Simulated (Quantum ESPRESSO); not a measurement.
The system is Au.

```
Au
1.0
     0.00000    2.03500    2.03500
     2.03500    0.00000    2.03500
     2.03500    2.03500    0.00000
Au
1
Direct
  0.00000 0.00000 0.00000
```

| Quantity | Value |
| --- | --- |
| Program | Quantum ESPRESSO 7.5 |
| Task | single point |
| Functional | PBE |
| Potentials or basis | SSSP 1.3 efficiency PBE |
| Cutoff | 816 eV |
| Density cutoff | 3265 eV |
| k mesh | 11 × 11 × 11 |
| Occupations | fermi-dirac, width 0.05 eV |
| Spin | no spin polarisation |

On this cell: pressure 9.8 GPa; band gap on the k mesh none (metal or under the smearing width).

The same run follows on a disturbed copy (cell strained at random at fixed volume):

```xyz
1
Lattice="0.0595 2.0328 2.0239 2.0628 0.0301 2.0533 2.0741 2.0734 0.0189" Properties=species:S:1:pos:R:3 pbc="T T T"
Au    0.0297    0.0344   -0.0121
```

**Question.** What changes?

**Answer.** The energy (extrapolated to zero smearing) moves by +6.6 meV/atom; pressure 10.0 GPa; band gap on the k mesh none (metal or under the smearing width).

Stress tensor (GPa, compression positive):
```
10.15 -2.17 -1.60
-2.17 10.00  0.26
-1.60  0.26  9.93
```
